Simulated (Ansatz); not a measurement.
# C: γ-surface

Computed with Ansatz 0.2.0, DFT r2SCAN, scalar-relativistic, plane waves, PAW. Cutoff 500 eV, Γ-centred 10×10×2 k-points, Gaussian smearing of 0.05 eV. No spin polarisation. Energies are free energies at this smearing, counted from the undisturbed cell; pressure is positive in compression.

Zero of the scan (relaxed at this level):

```
CELL_PARAMETERS angstrom
1.78014 -1.78014 0.00000
1.78014 0.00000 -1.78014
7.12057 7.12057 7.12057
ATOMIC_POSITIONS crystal
C 0.66667 0.66667 0.27087
C 0.00000 0.00000 0.10420
C 0.33333 0.33333 0.43753
C 0.66667 0.66667 0.77087
C 0.00000 0.00000 0.60420
C 0.33333 0.33333 0.93753
C 0.66667 0.66667 0.39587
C 0.00000 0.00000 0.22920
C 0.33333 0.33333 0.56253
C 0.66667 0.66667 0.89587
C 0.00000 0.00000 0.72920
C 0.33333 0.33333 0.06253
```

Vector c is tilted by p·a + q·b with the atoms' Cartesian places fixed: one unrelaxed fault a cell on a (1 1 1) plane of area 5.49 Å². Points are written (p, q).

Energy above the undisturbed cell in mJ/m² (a dash: not computed):

| p \ q | 0.000 | 0.167 | 0.333 | 0.500 | 0.667 | 0.833 |
| --- | --- | --- | --- | --- | --- | --- |
| 0.000 | 0 | 2209 | 8130 | 12483 | 8130 | 2209 |
| 0.167 | 2209 | 6711 | 13652 | 13652 | 6711 | 2209 |
| 0.333 | 8130 | 13652 | 18693 | 13652 | 8130 | 5935 |
| 0.500 | 12483 | 13652 | 13652 | 12483 | 10890 | 10890 |
| 0.667 | 8130 | 6711 | 8130 | 10890 | 11830 | 10890 |
| 0.833 | 2209 | 2209 | 5935 | 10890 | 10890 | 5935 |

Gap on the k-mesh in eV:

| p \ q | 0.000 | 0.167 | 0.333 | 0.500 | 0.667 | 0.833 |
| --- | --- | --- | --- | --- | --- | --- |
| 0.000 | 4.41 | 3.27 | 0.55 | 0.00 | 0.55 | 3.27 |
| 0.167 | 3.27 | 2.70 | 0.00 | 0.00 | 2.70 | 3.27 |
| 0.333 | 0.55 | 0.00 | 0.00 | 0.00 | 0.55 | 0.90 |
| 0.500 | 0.00 | 0.00 | 0.00 | 0.00 | 0.00 | 0.00 |
| 0.667 | 0.55 | 2.70 | 0.55 | 0.00 | 0.00 | 0.00 |
| 0.833 | 3.27 | 3.27 | 0.90 | 0.00 | 0.00 | 0.90 |

Where the gap reads zero the k-mesh, chosen for the insulator, is on the coarse side.

Cost: 10 runs of about 5.9 core-minutes in all, on Arm Neoverse V1 (shared hosts).